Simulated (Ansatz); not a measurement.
# Structural relaxation of a frame of liquid Al2O3 from 2363 K (110 atoms)

Wanted: the relaxed structure of a frame of liquid Al2O3 from 2363 K (110 atoms) and its electronic structure.

Program: Ansatz 0.2.0. Level of theory: Kohn-Sham DFT, revPBE, PAW (set soft_2), plane waves. Results are calculated unless marked as measured.

### Step 1. Set-up

The cell holds 110 atoms: 44 Al and 66 O. Cell: a = 10.829 Å, b = 10.829 Å, c = 10.829 Å, α = 90.0°, β = 90.0°, γ = 90.0°. 110 atoms (44 Al, 66 O) placed at random at 2.93 g/cm³, melted at 4500 K for 20 ps at fixed volume with the Morse and Coulomb pair potential with partial charges (Pedone, Malavasi, Menziani, Cormack and Segre, J. Phys. Chem. B 110, 11780 (2006)). Snapshot at the end of a hold of 20 ps at 2363 K and fixed volume.

Limits known from the start: The network of bonds at the start is that of the classical potential that made the cell. The Brillouin zone is sampled at Γ only, in a cell whose shortest periodic width is 11 Å.

### Step 2. Single point at the start

The forces at the start show how far the geometry lies from a minimum of this functional.

File input.yaml:

```yaml
crystal:
  lattice:
    - [10.8291, 0.0, 0.0]
    - [0.0, 10.8291, 0.0]
    - [0.0, 0.0, 10.8291]
  atoms:
    - { symbol: Al, position: [0.42821, 0.15259, 0.2566] }
    - { symbol: Al, position: [0.57798, 0.73492, 0.16354] }
    - { symbol: Al, position: [0.55327, 0.04521, 0.70392] }
    - { symbol: Al, position: [0.95721, 0.64165, 0.73484] }
    - { symbol: Al, position: [0.53831, 0.39218, 0.67374] }
    - { symbol: Al, position: [0.8816, 0.39536, 0.28858] }
    - { symbol: Al, position: [0.59769, 0.98696, 0.41734] }
    - { symbol: Al, position: [0.25786, 0.59842, 0.98628] }
    - { symbol: Al, position: [0.70289, 0.16856, 0.18232] }
    - { symbol: Al, position: [0.387, 0.76935, 0.51781] }
    - { symbol: Al, position: [0.94603, 0.02754, 0.57347] }
    - { symbol: Al, position: [0.39325, 0.77528, 0.79707] }
    - { symbol: Al, position: [0.4257, 0.19888, 0.58795] }
    - { symbol: Al, position: [0.26495, 0.00049, 0.81121] }
    - { symbol: Al, position: [0.33035, 0.89851, 0.33539] }
    - { symbol: Al, position: [0.63429, 0.44103, 0.39836] }
    - { symbol: Al, position: [0.40676, 0.42038, 0.12205] }
    - { symbol: Al, position: [0.53254, 0.59078, 0.91578] }
    - { symbol: Al, position: [0.82873, 0.55762, 0.58566] }
    - { symbol: Al, position: [0.1492, 0.19827, 0.03628] }
    - { symbol: Al, position: [0.3223, 0.44505, 0.51818] }
    - { symbol: Al, position: [0.7953, 0.10812, 0.85096] }
    - { symbol: Al, position: [0.99467, 0.75039, 0.97749] }
    - { symbol: Al, position: [0.98976, 0.32396, 0.62452] }
    - { symbol: Al, position: [0.8901, 0.18939, 0.03293] }
    - { symbol: Al, position: [0.65059, 0.72466, 0.66369] }
    - { symbol: Al, position: [0.75216, 0.4186, 0.85258] }
    - { symbol: Al, position: [0.80851, 0.81352, 0.44185] }
    - { symbol: Al, position: [0.03243, 0.44508, 0.87519] }
    - { symbol: Al, position: [0.65503, 0.86493, 0.90992] }
    - { symbol: Al, position: [0.03671, 0.61885, 0.17474] }
    - { symbol: Al, position: [0.09046, 0.97291, 0.14859] }
    - { symbol: Al, position: [0.54512, 0.2549, 0.98132] }
    - { symbol: Al, position: [0.9837, 0.95351, 0.86782] }
    - { symbol: Al, position: [0.93338, 0.08972, 0.31054] }
    - { symbol: Al, position: [0.69632, 0.50055, 0.12648] }
    - { symbol: Al, position: [0.08424, 0.54395, 0.42765] }
    - { symbol: Al, position: [0.4335, 0.95901, 0.05481] }
    - { symbol: Al, position: [0.83599, 0.83536, 0.15879] }
    - { symbol: Al, position: [0.09855, 0.8161, 0.67297] }
    - { symbol: Al, position: [0.22818, 0.36315, 0.81459] }
    - { symbol: Al, position: [0.19166, 0.16306, 0.49653] }
    - { symbol: Al, position: [0.34349, 0.59933, 0.28932] }
    - { symbol: Al, position: [0.07345, 0.8608, 0.408] }
    - { symbol: O, position: [0.42215, 0.61626, 0.4474] }
    - { symbol: O, position: [0.36127, 0.41684, 0.68745] }
    - { symbol: O, position: [0.85382, 0.6634, 0.47697] }
    - { symbol: O, position: [0.90575, 0.69848, 0.14737] }
    - { symbol: O, position: [0.05965, 0.7046, 0.34398] }
    - { symbol: O, position: [0.49632, 0.44285, 0.96157] }
    - { symbol: O, position: [0.65613, 0.00756, 0.81088] }
    - { symbol: O, position: [0.25977, 0.26305, 0.9464] }
    - { symbol: O, position: [0.69088, 0.8147, 0.53574] }
    - { symbol: O, position: [0.81794, 0.70108, 0.69047] }
    - { symbol: O, position: [0.60959, 0.61999, 0.0775] }
    - { symbol: O, position: [0.46579, 0.87558, 0.42964] }
    - { symbol: O, position: [0.00983, 0.90416, 0.02921] }
    - { symbol: O, position: [0.97769, 0.59952, 0.88904] }
    - { symbol: O, position: [0.89353, 0.22468, 0.20117] }
    - { symbol: O, position: [0.01889, 0.32466, 0.99657] }
    - { symbol: O, position: [0.07512, 0.63233, 0.6319] }
    - { symbol: O, position: [0.41755, 0.93216, 0.7763] }
    - { symbol: O, position: [0.00402, 0.87538, 0.55316] }
    - { symbol: O, position: [0.65037, 0.30656, 0.1015] }
    - { symbol: O, position: [0.52769, 0.46552, 0.2567] }
    - { symbol: O, position: [0.75158, 0.25544, 0.87238] }
    - { symbol: O, position: [0.9152, 0.95487, 0.22504] }
    - { symbol: O, position: [0.52814, 0.23585, 0.73087] }
    - { symbol: O, position: [0.49414, 0.11833, 0.01019] }
    - { symbol: O, position: [0.39226, 0.63381, 0.90168] }
    - { symbol: O, position: [0.95392, 0.08766, 0.93261] }
    - { symbol: O, position: [0.18714, 0.48251, 0.8939] }
    - { symbol: O, position: [0.87939, 0.01279, 0.73763] }
    - { symbol: O, position: [0.12106, 0.98378, 0.74325] }
    - { symbol: O, position: [0.0196, 0.47874, 0.25796] }
    - { symbol: O, position: [0.19791, 0.32814, 0.52205] }
    - { symbol: O, position: [0.40399, 0.2719, 0.17682] }
    - { symbol: O, position: [0.76646, 0.08805, 0.05388] }
    [... 26 atom lines left out ...]
    - { symbol: O, position: [0.22378, 0.83036, 0.481] }
    - { symbol: O, position: [0.78397, 0.85654, 0.00464] }
    - { symbol: O, position: [0.68416, 0.50428, 0.53664] }
    - { symbol: O, position: [0.61238, 0.7426, 0.83302] }
    - { symbol: O, position: [0.54548, 0.07262, 0.56605] }
    - { symbol: O, position: [0.38275, 0.00464, 0.20003] }
kpoints:
  mp_grid: { grid: [1, 1, 1] }
hamiltonian:
  xc: revpbe
scf:
  occupations: { method: fermi_dirac, width: 0.204 }
output:
  forces: true
  stress: true
  populations: true
  dos:
    method: { smearing: { sigma: 0.08 } }
    de: 0.1
    projected: { site_lists: { Al: [Al], O: [O] } }
  eigenvalues: true
```

On the command line:

```sh
$ ansatz run input.yaml --threads 4 --pin off --max-ram 8192MiB --backend cpu --events-out ev --progress --plain --runs-dir out
```

Numbers of over 12 decimals in the logs are rounded to 6 here.

The program printed:

```text
band count auto-derived: 389 (N_el = 528.0; filled up to band 264; 374 by the electrons, moments and atoms)
Engine: ansatz 0.2.0, x86_64-unknown-linux-gnu
Pseudopotentials: kind: paw
Pseudopotential: Al, paw, valence charge 3, recommended cutoff 420 eV (normal), Al.paw.azcp
Pseudopotential: O, paw, valence charge 6, recommended cutoff 420 eV (normal), O.paw.azcp
[... 5 lines on functional and potentials left out ...]
Crystal: 110 atoms, lattice volume = 1269.922 Å³
Basis set: ecut = 420 eV, 24837 PW (Γ), exchange–correlation on 150×150×150 points (8 copies of the dense FFT grid, shifted against one another)
Bands: 389, of which v1, the nominal top of the filled ones, is band 264 counted from 1 (263 counted from 0)
Symmetry: 1 space group operations
Space group: P1 (ITA 1), of the structure as read, at distance tolerance 1.1e-4 Å
k-points: 1
[... 7 lines on functional and potentials left out ...]
Initial density: superposition of atomic densities (neutral atoms: chi_scale 0, normalization atom), corrected by the library's trained network
Initial wavefunctions: pseudopotential atomic-orbital guess
Functional: x = revpbe(κ = 1.245, μ = 0.219515), c = pbe(β = 0.066725)
SCF iter   1: F=—  HF=-61375.568473 eV  |F-HF|=—  |Δ(HF+E_count)|=         —  Δρ=4.87e-3  dr2=3.66e-1  ethr=1.77e-3  ⟨swp⟩=5.0  Hψ=1642  notcnv=0  defer=60
preconditioner: auto → Resta (q_TF=auto, 2.357 Å⁻¹)  ε∞=3.5  [insulator: Δε(μ)=1.361 eV  Ē_g=15.060 eV  σ=0.204 eV  W_gap=0.93  n_scr=256 (ndim 8)  ℏωp=23.9 eV  f_vac=0.034  D(μ)=0.90/eV (n_scr^D=0)  ε∞_Penn≈3.5]
SCF iter   2: F=—  HF=-61375.520780 eV  |F-HF|=—  |Δ(HF+E_count)|=   4.77e-2  Δρ=2.61e-3  dr2=5.56e-2  ethr=6.92e-5  ⟨swp⟩=3.0  Hψ=698  notcnv=0  defer=60
SCF iter   3: F=—  HF=-61375.524787 eV  |F-HF|=—  |Δ(HF+E_count)|=   4.01e-3  Δρ=1.17e-3  dr2=2.02e-2  ethr=1.05e-5  ⟨swp⟩=2.0  Hψ=512  notcnv=0  defer=60
SCF iter   4: F=—  HF=-61375.529791 eV  |F-HF|=—  |Δ(HF+E_count)|=   5.00e-3  Δρ=7.13e-4  dr2=6.45e-3  ethr=3.83e-6  ⟨swp⟩=2.0  Hψ=510  notcnv=0  defer=60
SCF iter   5: F=—  HF=-61375.529202 eV  |F-HF|=—  |Δ(HF+E_count)|=   5.89e-4  Δρ=2.02e-4  dr2=5.35e-4  ethr=1.22e-6  ⟨swp⟩=2.0  Hψ=512  notcnv=0  defer=60
SCF iter   6: F=—  HF=-61375.529720 eV  |F-HF|=—  |Δ(HF+E_count)|=   5.18e-4  Δρ=1.55e-4  dr2=2.76e-4  ethr=1.01e-7  ⟨swp⟩=2.0  Hψ=517  notcnv=0  defer=60
SCF iter   7: F=—  HF=-61375.529737 eV  |F-HF|=—  |Δ(HF+E_count)|=   1.67e-5  Δρ=3.31e-5  dr2=1.77e-5  ethr=5.22e-8  ⟨swp⟩=2.0  Hψ=650  notcnv=0  defer=60
SCF iter   8: F=—  HF=-61375.527853 eV  |F-HF|=—  |Δ(HF+E_count)|=   1.88e-3  Δρ=3.06e-5  dr2=1.14e-5  ethr=3.36e-9  ⟨swp⟩=2.0  Hψ=583  notcnv=0  defer=60
SCF iter   9: F=—  HF=-61375.527857 eV  |F-HF|=—  |Δ(HF+E_count)|=   4.22e-6  Δρ=9.54e-6  dr2=1.21e-6  ethr=2.16e-9  ⟨swp⟩=3.0  Hψ=520  notcnv=0  defer=60
SCF iter  10: F=—  HF=-61375.527858 eV  |F-HF|=—  |Δ(HF+E_count)|=   1.43e-6  Δρ=5.84e-6  dr2=4.08e-7  ethr=2.30e-10  ⟨swp⟩=2.0  Hψ=523  notcnv=0  defer=60
SCF iter  11: F=-61375.527859 eV  HF=-61375.527859 eV  |F-HF|=5.19e-8  |Δ(HF+E_count)|=   2.02e-7  Δρ=2.48e-6  dr2=7.39e-8  ethr=1.89e-11  ⟨swp⟩=15.0  Hψ=2172  notcnv=0
SCF 1 converged in 11 iterations: F = -61375.527859 eV  dr2 = 7.39e-8
  greatest PAW one-centre occupation: 0.875 electrons in one spin orbital (limit 2), on the O atom at site 94 (counted from 0), in its partial waves of l = 0
SCF converged after 11 iterations
Free energy (F): -61375.527859 eV
Harris-Foulkes:  -61375.527859 eV  (|F-HF|=5.19e-8)
Internal energy: -61375.305730 eV  (E = F + TS)
E sigma→0 (E₀):  -61375.416794 eV
Entropy (-TS):   -0.222129 eV (-2.019 meV/atom)
Fermi energy:    6.688317 eV
--- Per-component energies (eV) ---
  E_band       = -902.039579
  E_kinetic    = 12847.578554
  E_local      = -29386.725330  (includes V_loc(G=0)·N_el)
  E_nonlocal   = 3538.493240
  E_hartree    = 11096.614136
  E_xc         = -6702.834120
  E_vxc        = -7575.147060  (∫ρ·V_xc dr)
  E_paw        = -31181.865588  (= ΣΔE_a)
  E_vpaw       = -2519.632576  (= ΣTr[D̂ρ^β])
  E_aug_tail   = 0.164063  (compensation charges beyond the density's cutoff)
  E_ewald      = -21585.077543
  E_core_change = -1.653141  (= ΣΔE_core)
  E_smearing   = -0.222129  (= −TS)
  E_closure    = 0.000000  (closes the sum)
  Σ components = -61375.527859   (vs F -61375.527859, Δ=0.00e0)
--- Forces (eV/Å), atoms counted from 1 ---
  atom   1  Al     0.00251001    -3.52845489     3.16922365
  atom   2  Al    -2.64966044     6.35885258     4.22491437
  atom   3  Al    -2.00628033    -1.31666915     8.22360906
  atom   4  Al     0.53929666     0.63195244     3.12457285
  atom   5  Al    -0.97661847     1.46927371     0.30952662
  atom   6  Al    -2.02209294    -0.77809429     1.42412725
  atom   7  Al    -1.20229520    -0.69662347     0.75148062
  atom   8  Al    -0.92574818     0.04181564    -0.57587103
  atom   9  Al    -1.00233077     1.76515657    -0.09014053
  atom  10  Al    -0.07279770    -3.36434471     1.48693789
  atom  11  Al    -0.49606328     0.16168543     2.01929230
  atom  12  Al    -1.54024721    -1.51014420    -2.34211777
  atom  13  Al    -0.64208672     0.35177456    -2.56967312
  atom  14  Al     0.83094608    -0.26554983    -1.90513379
[...]
atom 109  O      0.99132778     0.51891392    -8.48389948
  atom 110  O     -0.91008322     0.04849931     1.89318010
  max |Σ_I F_I| component: 1.15e-4 eV/Å
--- Stress (GPa, compression-positive) ---
        5.045160      -2.680404       2.148073
       -2.680403       6.924774       2.550011
        2.148070       2.549986       1.726646
  P = ⅓ Tr σ = 4.5655 GPa (45.655 kbar)
--- Band table (eV) ---
  k-point 0: bands = ["-14.8985", "-14.6113", "-14.5390", "-14.4014", [... 373 levels ...], "16.0398", "16.0819", "16.1428", "16.1611", "16.2114", "16.2493", "16.3414", "16.3735", "16.3999", "16.4121", "16.4569", "16.4921"]
--- Löwdin populations: 110 sites ---
  site symbol       q [e]
     0     Al      1.6238
     1     Al      1.6220
     2     Al      1.5719
[...]
109      O      6.8499
  spilling = 0.008773 (of n_electrons = 528.000000)
```

The job ended after 7.4 s (4 threads of AMD EPYC 9R45, shared host; peak memory 1.7 GiB).

Numbers from this run:

```yaml
free_energy: -61375.5279 eV
free_energy_per_atom: -557.9593 eV/atom
scf_cycles: 11
pressure: 4.566 GPa
r_m_s_force_component: 2.102 eV/Å
longest_force: 8.567 eV/Å
fermi_energy: 6.688 eV
spacing_of_highest_filled_and_lowest_empty_level: 1.281 eV
levels_partly_filled_by_over_2_per_cent: 2
spilling_of_the_projection: 0.008773
```

The r.m.s. force component of 2.1 eV/Å and the pressure of 4.6 GPa set the starting point.

Neighbours are counted within 2.38 Å (O-Al).

Length of the force by element and coordination:

```
element  coordination  atoms  mean length of the force (eV/Å)  spread  least  most
     Al           all     44                             3.74    1.87  0.391  8.57
     Al             3      3                             3.38    1.39   1.58  4.95
     Al             4     26                             3.99    2.15  0.391  8.57
     Al             5     15                             3.37    1.23  0.951  6.78
      O           all     66                             2.72    1.75  0.306  8.56
      O             2     16                             2.66    1.49  0.703  5.57
      O             3     45                             2.78    1.90  0.306  8.56
      O             4      4                             2.30   0.714   1.64  3.42
      O             5      1                             2.67       0   2.67  2.67
```

[end of part 1 of 3]

[Logs are printed without paths, hosts, clocks, repeated set-up lines and the standing remarks that a program may print on its own settings, such as how far it seeks lower states.]

[Hosts, paths, dates, database ids (printed as entryN), source tags and the programs' standing remarks are cut or masked in the printed files.]
